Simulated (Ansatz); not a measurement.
**Au (diamond): energy against volume**

Method: DFT, revPBE, plane waves (420 eV) with PAW, scalar-relativistic in Ansatz. The PAW files were generated under PBE, with cores re-solved for the functional.

The cell is scaled uniformly from the relaxed one, with fractional coordinates and shape fixed. Energies are extrapolated to zero smearing, pressures are those at the given smearing. Magnetic state: spin not included.

A Birch-Murnaghan fit gives V₀ = 30.33 Å³/atom, B₀ = 44 GPa, B₀′ = 5.9.

(1) What are the energy above the minimum and the pressure at 26.627 Å³/atom?

(2) What are the energy above the minimum and the pressure at 27.838 Å³/atom?

(3) What are the energy above the minimum and the pressure at 33.889 Å³/atom?

Results:

(1) 84.1 meV/atom and 8.44 GPa as computed.

(2) 34.4 meV/atom and 4.86 GPa as computed.

(3) 44.5 meV/atom and -3.54 GPa as computed.
